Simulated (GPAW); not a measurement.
# Work function of blue phosphorene monolayer at several levels

Aim: the work function of both faces of blue phosphorene monolayer, and its spread over functionals and bases. Where a layer proves gapped, the work function hangs on where the smearing puts the Fermi level, and the band edges take its place.

Method: GPAW, PAW setups; layer in a repeated cell with vacuum, relaxation of atoms and in-plane cell, in the first sound run; inputs show where later runs differ, in GPAW 26.7.0.

### 1. Starting point

The cell holds 2 atoms: 2 P. Its edges and angles: a = 3.280 Å, b = 3.280 Å, c = 15.240 Å, α = 90.0°, β = 90.0°, γ = 120.0°. Vacuum lies along c.

### 2. Relaxation

The atoms are relaxed first, since the surface dipole, and with it the work function, follows the positions of the outer layers.

run.py reads:

```python
import json
import numpy as np
from ase import Atoms
from ase.filters import FrechetCellFilter
from ase.optimize import BFGS
from gpaw import GPAW, PW

slab = Atoms(
    ['P', 'P'],
    positions=[
        [1.64000, 0.94685, 7.00000],
        [-0.00000, 1.89371, 8.24000]],
    cell=[[3.28, 0.0, 0.0], [-1.64, 2.84056, 0.0], [0.0, 0.0, 15.24]],
    pbc=[True, True, True])

slab.calc = GPAW(mode=PW(600), xc='PBE', kpts={'size': (12, 12, 1), 'gamma': True},
                 occupations={'name': 'fermi-dirac', 'width': 0.05}, nbands='160%',
                 convergence={'density': 1e-05}, maxiter=200,
                 symmetry={'tolerance': 1e-3}, txt='slab.txt')
result = {}
# The in-plane cell is free; stress needs a cell that repeats along all three vectors
path = []
opt = BFGS(FrechetCellFilter(slab, mask=[1, 1, 0, 0, 0, 1]), maxstep=0.2)
opt.attach(lambda: path.append((slab.get_potential_energy(), slab.positions.tolist(), slab.get_forces().tolist())))
result['relaxed'] = bool(opt.run(fmax=0.02, steps=45))
result['path'] = path
result['cell'] = slab.cell.tolist()
print('in-plane lattice', slab.cell.cellpar().round(4)[[0, 1, 5]])
energy = slab.get_potential_energy()
fermi = slab.calc.get_fermi_level()
v = slab.calc.get_electrostatic_potential().mean((0, 1)) - fermi
n = slab.calc.get_pseudo_density().mean((0, 1))
L = slab.cell[2, 2]
z = np.arange(len(v)) * L / len(v)
low, high = slab.positions[:, 2].min(), slab.positions[:, 2].max()
below, above = np.interp([low - 4.8, high + 4.8], z, v)
slopes = [np.interp(x, z, np.gradient(v, z)) for x in (low - 4.8, high + 4.8)]
eps = np.array([[slab.calc.get_eigenvalues(k, s) for k in range(len(slab.calc.get_ibz_k_points()))]
                for s in range(slab.calc.get_number_of_spins())]) - fermi
top, bottom = eps[eps < 0].max(), eps[eps > 0].min()
dipole = slab.get_dipole_moment()[2]
print(f'energy {energy:.4f} eV, Fermi level {fermi:.4f} eV, dipole {dipole:.5f} e A')
print(f'potential 4.8 A off the faces, from the Fermi level: lower {below:.4f} eV, upper {above:.4f} eV')
print(f'slope of the potential there: lower {slopes[0]:.5f}, upper {slopes[1]:.5f} eV/A')
print(f'nearest levels on the mesh: {top:.4f} and {bottom:.4f} eV')
print('magnetic moment', round(slab.get_magnetic_moment(), 3))
result.update(energy=energy, fermi=fermi, dipole=dipole, below=below, above=above, slopes=slopes, edges=[top, bottom],
              z=z.tolist(), v=v.tolist(), n=n.tolist(), positions=slab.positions.tolist(),
              forces=slab.get_forces(apply_constraint=False).tolist(), moments=slab.get_magnetic_moments().tolist())
json.dump(result, open('result.json', 'w'))
```

Run with:

```console
OMP_NUM_THREADS=1 OPENBLAS_NUM_THREADS=1 python run.py
```

The program printed:

```text
Step          Energy          fmax
BFGS:    0      -10.646396        0.072129
BFGS:    1      -10.646568        0.034321
BFGS:    2      -10.646656        0.012562
in-plane lattice [  3.2829   3.2829 120.    ]
energy -10.6467 eV, Fermi level -2.1274 eV, dipole 0.00001 e A
potential 4.8 A off the faces, from the Fermi level: lower 5.1887 eV, upper 5.1887 eV
slope of the potential there: lower -0.00014, upper 0.00014 eV/A
nearest levels on the mesh: -0.9825 and 0.9534 eV
magnetic moment 0.0
```

The job ended after 25 s (1 thread of Arm Neoverse V2, shared host; peak memory 0.22 GiB).

This step gave:

```
dipole along the normal                    : 1.08e-5 e·Å
levels nearest the Fermi level on the mesh : -0.9825, 0.9534 eV from the Fermi level
```

The electrostatic potential energy of an electron (without an applied field's), less the Fermi level, planar mean by z:

```tsv
z (Å)	electrostatic potential energy of an electron (without an applied field's), less the Fermi level, planar mean (eV)
0.0	5.19
0.5	5.19
1.0	5.19
1.5	5.19
2.0	5.19
2.5	5.19
3.0	5.19
3.5	5.19
4.0	5.18
4.5	5.15
5.0	5.03
5.5	4.52
6.0	2.40
6.5	-5.23
7.0	-16.1
7.5	-9.76
8.0	-13.8
8.5	-11.7
9.0	-0.205
9.5	3.85
10.0	4.87
10.5	5.11
11.0	5.17
11.5	5.18
12.0	5.19
12.5	5.19
13.0	5.19
13.5	5.19
14.0	5.19
14.5	5.19
15.0	5.19
```

Pseudo valence density, planar mean against z:

z (Å), pseudo valence density, planar mean (e/Å³) and a bar:
```
     0.00      0.000 
     0.51      0.000 
     1.02      0.000 
     1.52      0.000 
     2.03      0.000 
     2.54      0.000 
     3.05      0.000 
     3.56      0.000 
     4.23      0.001 
     4.74      0.003 
     5.25      0.015 #
     5.76      0.062 ####
     6.27      0.201 #############
     6.77      0.291 ###################
     7.28      0.407 ###########################
     7.79      0.454 ##############################
     8.30      0.291 ###################
     8.81      0.256 #################
     9.31      0.096 ######
     9.82      0.024 ##
    10.33      0.006 
    10.84      0.001 
    11.51      0.000 
    12.02      0.000 
    12.53      0.000 
    13.04      0.000 
    13.55      0.000 
    14.05      0.000 
    14.56      0.000 
    15.07      0.000
```

The relaxation lowered the energy of the cell by 2.6e-4 eV (energies extrapolated to zero smearing; the optimiser's log prints free energies). The largest force left on a free atom is 0.0081 eV/Å.

### 3. Plane waves, PBE

With the geometry fixed, the planar mean of the potential gives the vacuum level on each side.

This step: GPAW, PAW setups; slab in vacuum (GPAW 26.7.0).

Changes to run.py since step 2:

```diff
@@ -3,4 +3,2 @@
 from ase import Atoms
-from ase.filters import FrechetCellFilter
-from ase.optimize import BFGS
 from gpaw import GPAW, PW
@@ -10,20 +8,13 @@
     positions=[
-        [1.64000, 0.94685, 7.00000],
-        [-0.00000, 1.89371, 8.24000]],
-    cell=[[3.28, 0.0, 0.0], [-1.64, 2.84056, 0.0], [0.0, 0.0, 15.24]],
-    pbc=[True, True, True])
+        [1.64147, 0.94770, 7.00000],
+        [0.00000, 1.89541, 8.24429]],
+    cell=[[3.28295, -0.0, 0.0], [-1.64147, 2.84311, 0.0], [0.0, 0.0, 15.2443]],
+    pbc=[True, True, False])
 
-slab.calc = GPAW(mode=PW(600), xc='PBE', kpts={'size': (12, 12, 1), 'gamma': True},
+slab.calc = GPAW(mode=PW(400), xc='PBE', kpts={'size': (12, 12, 1), 'gamma': True},
                  occupations={'name': 'fermi-dirac', 'width': 0.05}, nbands='160%',
                  convergence={'density': 1e-05}, maxiter=200,
+                 poissonsolver={'dipolelayer': 'xy'},
                  symmetry={'tolerance': 1e-3}, txt='slab.txt')
 result = {}
-# The in-plane cell is free; stress needs a cell that repeats along all three vectors
-path = []
-opt = BFGS(FrechetCellFilter(slab, mask=[1, 1, 0, 0, 0, 1]), maxstep=0.2)
-opt.attach(lambda: path.append((slab.get_potential_energy(), slab.positions.tolist(), slab.get_forces().tolist())))
-result['relaxed'] = bool(opt.run(fmax=0.02, steps=45))
-result['path'] = path
-result['cell'] = slab.cell.tolist()
-print('in-plane lattice', slab.cell.cellpar().round(4)[[0, 1, 5]])
 energy = slab.get_potential_energy()
```

The program printed:

```text
energy -10.6439 eV, Fermi level -2.1304 eV, dipole -0.00004 e A
potential 4.8 A off the faces, from the Fermi level: lower 5.1903 eV, upper 5.1914 eV
slope of the potential there: lower -0.00014, upper 0.00014 eV/A
nearest levels on the mesh: -0.9804 and 0.9559 eV
magnetic moment 0.0
```

It took 6 s on 1 thread; peak memory 0.15 GiB.

Numbers from this step:

* dipole along the normal: -4.33e-5 e·Å
* levels nearest the Fermi level on the mesh: -0.9804, 0.9559 eV from the Fermi level
* upper work function: 5.191 eV
* lower work function: 5.190 eV
* upper ionisation energy: 6.172 eV

Table of electrostatic potential energy of an electron (without an applied field's), less the Fermi level, planar mean by z:

```tsv
z (Å)	electrostatic potential energy of an electron (without an applied field's), less the Fermi level, planar mean (eV)
0.0	5.19
0.5	5.19
1.0	5.19
1.5	5.19
2.0	5.19
2.5	5.19
3.0	5.19
3.5	5.19
4.0	5.18
4.5	5.15
5.0	5.03
5.5	4.52
6.0	2.40
6.5	-5.20
7.0	-16.1
7.5	-9.76
8.0	-13.7
8.5	-11.7
9.0	-0.211
9.5	3.84
10.0	4.86
10.5	5.11
11.0	5.17
11.5	5.19
12.0	5.19
12.5	5.19
13.0	5.19
13.5	5.19
14.0	5.19
14.5	5.19
15.0	5.19
```

Pseudo valence density, planar mean against z:

z (Å), pseudo valence density, planar mean (e/Å³) and a bar from the least value:
```
     0.00      0.000 
     0.42      0.000 
     1.06      0.000 
     1.48      0.000 
     2.12      0.000 
     2.54      0.000 
     3.18      0.000 
     3.60      0.000 
     4.23      0.001 
     4.66      0.003 
     5.08      0.009 #
     5.72      0.055 ####
     6.14      0.157 ###########
     6.78      0.291 ####################
     7.20      0.372 #########################
     7.83      0.445 ##############################
     8.26      0.298 ####################
     8.89      0.230 ###############
     9.32      0.096 ######
     9.95      0.017 #
    10.37      0.005 
    10.80      0.001 
    11.43      0.000 
    11.86      0.000 
    12.49      0.000 
    12.92      0.000 
    13.55      0.000 
    13.97      0.000 
    14.61      0.000 
    15.03      0.000
```

The layer is gapped, so the Fermi level lies somewhere inside the gap, set by smearing and numerics, and these work functions are no property of the material; the band edges below the vacuum level are. The potential is flat to 1.4e-4 eV/Å where it is read, so the vacuum is wide enough.

### 4. Self-consistent run: xc = "LDA"

The same geometry under LDA, to see how far the functional moves the levels against the vacuum.

Changes to run.py since step 3:

```diff
@@ -13,3 +13,3 @@
 
-slab.calc = GPAW(mode=PW(400), xc='PBE', kpts={'size': (12, 12, 1), 'gamma': True},
+slab.calc = GPAW(mode=PW(400), xc='LDA', kpts={'size': (12, 12, 1), 'gamma': True},
                  occupations={'name': 'fermi-dirac', 'width': 0.05}, nbands='160%',
```

The program printed:

```text
energy -11.7504 eV, Fermi level -2.3569 eV, dipole -0.00004 e A
potential 4.8 A off the faces, from the Fermi level: lower 5.4245 eV, upper 5.4255 eV
slope of the potential there: lower -0.00012, upper 0.00012 eV/A
nearest levels on the mesh: -0.9236 and 0.8938 eV
magnetic moment 0.0
```

It took 5.6 s on 1 thread; peak memory 0.14 GiB.

Numbers from this step:

```yaml
dipole_along_the_normal: -4.31e-5 e·Å
levels_nearest_the_fermi_level_on_the_mesh: -0.9236, 0.8938 eV from the Fermi level
upper_work_function: 5.426 eV
lower_work_function: 5.424 eV
upper_ionisation_energy: 6.349 eV
```

Table of electrostatic potential energy of an electron (without an applied field's), less the Fermi level, planar mean by z:

z (Å), electrostatic potential energy of an electron (without an applied field's), less the Fermi level, planar mean (eV) and a bar from the least value:
```
      0.0        5.4 ##############################
      0.5        5.4 ##############################
      1.0        5.4 ##############################
      1.5        5.4 ##############################
      2.0        5.4 ##############################
      2.5        5.4 ##############################
      3.0        5.4 ##############################
      3.5        5.4 ##############################
      4.0        5.4 ##############################
      4.5        5.4 ##############################
      5.0        5.3 ##############################
      5.5        4.7 #############################
      6.0        2.6 ##########################
      6.5       -5.0 ###############
      7.0      -15.8 
      7.5       -9.6 #########
      8.0      -13.5 ###
      8.5      -11.5 ######
      9.0        0.0 ######################
      9.5        4.0 ############################
     10.0        5.1 ##############################
     10.5        5.3 ##############################
     11.0        5.4 ##############################
     11.5        5.4 ##############################
     12.0        5.4 ##############################
     12.5        5.4 ##############################
     13.0        5.4 ##############################
     13.5        5.4 ##############################
     14.0        5.4 ##############################
     14.5        5.4 ##############################
     15.0        5.4 ##############################
```

Pseudo valence density, planar mean against z:

```tsv
z (Å)	pseudo valence density, planar mean (e/Å³)
3.0	2.6e-5
3.5	1.1e-4
4.0	4.3e-4
4.5	0.00183
5.0	0.00771
5.5	0.0306
6.0	0.116
6.5	0.268
7.0	0.303
7.5	0.455
8.0	0.388
8.5	0.291
9.0	0.191
9.5	0.0605
10.0	0.0153
10.5	0.00372
11.0	8.6e-4
11.5	2.1e-4
12.0	5.2e-5
12.5	1.2e-5
```

Force by atom:

```tsv
atom	x (eV/Å)	y (eV/Å)	z (eV/Å)	size
P1	0.000	0.000	0.259	0.259
P2	0.000	0.000	-0.259	0.259
```

The highest filled level lies 0.924 eV under the Fermi level, so the ionisation energy from the upper face is 5.426 + 0.924 = 6.349 eV, against 6.172 eV in the base run.

### 5. OptPBE vdW: xc = "optPBE-vdW"

The same geometry under optPBE-vdW, to see how far the functional moves the levels against the vacuum (the van der Waals functionals take revPBE setups).

Changes to run.py since step 4:

```diff
@@ -13,3 +13,3 @@
 
-slab.calc = GPAW(mode=PW(400), xc='LDA', kpts={'size': (12, 12, 1), 'gamma': True},
+slab.calc = GPAW(mode=PW(400), xc='optPBE-vdW', kpts={'size': (12, 12, 1), 'gamma': True},
                  occupations={'name': 'fermi-dirac', 'width': 0.05}, nbands='160%',
```

The program printed:

```text
energy -21.2824 eV, Fermi level -2.2502 eV, dipole -0.00004 e A
potential 4.8 A off the faces, from the Fermi level: lower 5.3573 eV, upper 5.3584 eV
slope of the potential there: lower -0.00025, upper 0.00025 eV/A
nearest levels on the mesh: -1.0291 and 0.9961 eV
magnetic moment 0.0
```

It took 11 s on 1 thread; peak memory 0.25 GiB.

This step gave:

| Quantity | Value |
| --- | --- |
| dipole along the normal | -4.34e-5 e·Å |
| levels nearest the Fermi level on the mesh | -1.029, 0.9961 eV from the Fermi level |
| upper work function | 5.358 eV |
| lower work function | 5.357 eV |
| upper ionisation energy | 6.387 eV |

The highest filled level lies 1.03 eV under the Fermi level, so the ionisation energy from the upper face is 5.358 + 1.03 = 6.387 eV, against 6.172 eV in the base run.

### 6. Self-consistent run: xc = "RPBE"

The same geometry under RPBE, to see how far the functional moves the levels against the vacuum.

Changes to run.py since step 5:

```diff
@@ -13,3 +13,3 @@
 
-slab.calc = GPAW(mode=PW(400), xc='optPBE-vdW', kpts={'size': (12, 12, 1), 'gamma': True},
+slab.calc = GPAW(mode=PW(400), xc='RPBE', kpts={'size': (12, 12, 1), 'gamma': True},
                  occupations={'name': 'fermi-dirac', 'width': 0.05}, nbands='160%',
```

The program printed:

```text
energy -10.0687 eV, Fermi level -2.0387 eV, dipole -0.00004 e A
potential 4.8 A off the faces, from the Fermi level: lower 5.0981 eV, upper 5.0992 eV
slope of the potential there: lower -0.00017, upper 0.00017 eV/A
nearest levels on the mesh: -1.0026 and 0.9918 eV
magnetic moment 0.0
```

Wall time 6 s (1 thread); peak memory 0.15 GiB.

Numbers from this step:

```
levels nearest the Fermi level on the mesh : -1.003, 0.9918 eV from the Fermi level
upper work function                        : 5.099 eV
lower work function                        : 5.098 eV
upper ionisation energy                    : 6.102 eV
```

Electrostatic potential energy of an electron (without an applied field's), less the Fermi level, planar mean against z:

```tsv
z (Å)	electrostatic potential energy of an electron (without an applied field's), less the Fermi level, planar mean (eV)
0.0	5.10
0.5	5.10
1.0	5.10
1.5	5.10
2.0	5.10
2.5	5.10
3.0	5.10
3.5	5.10
4.0	5.09
4.5	5.06
5.0	4.93
5.5	4.43
6.0	2.32
6.5	-5.28
7.0	-16.2
7.5	-9.85
8.0	-13.8
8.5	-11.8
9.0	-0.290
9.5	3.75
10.0	4.77
10.5	5.02
11.0	5.08
11.5	5.09
12.0	5.10
12.5	5.10
13.0	5.10
13.5	5.10
14.0	5.10
14.5	5.10
15.0	5.10
```

The highest filled level lies 1.00 eV under the Fermi level, so the ionisation energy from the upper face is 5.099 + 1.00 = 6.102 eV, against 6.172 eV in the base run.

### 7. Self-consistent run: xc = "vdW-DF2"

The same geometry under vdW-DF2, to see how far the functional moves the levels against the vacuum (the van der Waals functionals take revPBE setups).

Changes to run.py since step 6:

```diff
@@ -13,3 +13,3 @@
 
-slab.calc = GPAW(mode=PW(400), xc='RPBE', kpts={'size': (12, 12, 1), 'gamma': True},
+slab.calc = GPAW(mode=PW(400), xc='vdW-DF2', kpts={'size': (12, 12, 1), 'gamma': True},
                  occupations={'name': 'fermi-dirac', 'width': 0.05}, nbands='160%',
```

The program printed:

```text
energy -61.3150 eV, Fermi level -2.3562 eV, dipole -0.00004 e A
potential 4.8 A off the faces, from the Fermi level: lower 5.4851 eV, upper 5.4862 eV
slope of the potential there: lower -0.00030, upper 0.00030 eV/A
nearest levels on the mesh: -1.0440 and 1.0806 eV
magnetic moment 0.0
```

Elapsed: 11 s, on 1 thread; peak memory 0.25 GiB.

This step gave:

```
dipole along the normal                    : -4.35e-5 e·Å
levels nearest the Fermi level on the mesh : -1.044, 1.081 eV from the Fermi level
upper work function                        : 5.486 eV
lower work function                        : 5.485 eV
upper ionisation energy                    : 6.530 eV
```

Electrostatic potential energy of an electron (without an applied field's), less the Fermi level, planar mean against z:

z (Å), electrostatic potential energy of an electron (without an applied field's), less the Fermi level, planar mean (eV) and a bar from the least value:
```
      0.0        5.5 ##############################
      0.5        5.5 ##############################
      1.0        5.5 ##############################
      1.5        5.5 ##############################
      2.0        5.5 ##############################
      2.5        5.5 ##############################
      3.0        5.5 ##############################
      3.5        5.5 ##############################
      4.0        5.5 ##############################
      4.5        5.4 ##############################
      5.0        5.3 ##############################
      5.5        4.7 #############################
      6.0        2.5 ##########################
      6.5       -5.2 ###############
      7.0      -16.1 
      7.5       -9.7 #########
      8.0      -13.7 ###
      8.5      -11.7 ######
      9.0       -0.2 ######################
      9.5        4.0 ############################
     10.0        5.1 #############################
     10.5        5.4 ##############################
     11.0        5.5 ##############################
     11.5        5.5 ##############################
     12.0        5.5 ##############################
     12.5        5.5 ##############################
     13.0        5.5 ##############################
     13.5        5.5 ##############################
     14.0        5.5 ##############################
     14.5        5.5 ##############################
     15.0        5.5 ##############################
```

The highest filled level lies 1.04 eV under the Fermi level, so the ionisation energy from the upper face is 5.486 + 1.04 = 6.530 eV, against 6.172 eV in the base run.

### 8. Self-consistent run: xc = "revPBE"

The same geometry under revPBE, to see how far the functional moves the levels against the vacuum.

Changes to run.py since step 7:

```diff
@@ -13,3 +13,3 @@
 
-slab.calc = GPAW(mode=PW(400), xc='vdW-DF2', kpts={'size': (12, 12, 1), 'gamma': True},
+slab.calc = GPAW(mode=PW(400), xc='revPBE', kpts={'size': (12, 12, 1), 'gamma': True},
                  occupations={'name': 'fermi-dirac', 'width': 0.05}, nbands='160%',
```

The program printed:

```text
energy -10.1345 eV, Fermi level -2.0437 eV, dipole -0.00004 e A
potential 4.8 A off the faces, from the Fermi level: lower 5.0961 eV, upper 5.0972 eV
slope of the potential there: lower -0.00016, upper 0.00016 eV/A
nearest levels on the mesh: -0.9978 and 0.9833 eV
magnetic moment 0.0
```

Run time: 6 s. Hardware: 1 thread; peak memory 0.15 GiB.

This step gave:

```
dipole along the normal                    : -4.34e-5 e·Å
levels nearest the Fermi level on the mesh : -0.9978, 0.9833 eV from the Fermi level
upper work function                        : 5.097 eV
lower work function                        : 5.096 eV
upper ionisation energy                    : 6.095 eV
```

The highest filled level lies 0.998 eV under the Fermi level, so the ionisation energy from the upper face is 5.097 + 0.998 = 6.095 eV, against 6.172 eV in the base run.

[end of part 1 of 2]

[Logs are printed without paths, hosts, clocks, repeated set-up lines and the standing remarks that a program may print on its own settings, such as how far it seeks lower states.]

[Hosts, paths, dates, database ids (printed as entryN), source tags and the programs' standing remarks are cut or masked in the printed files.]
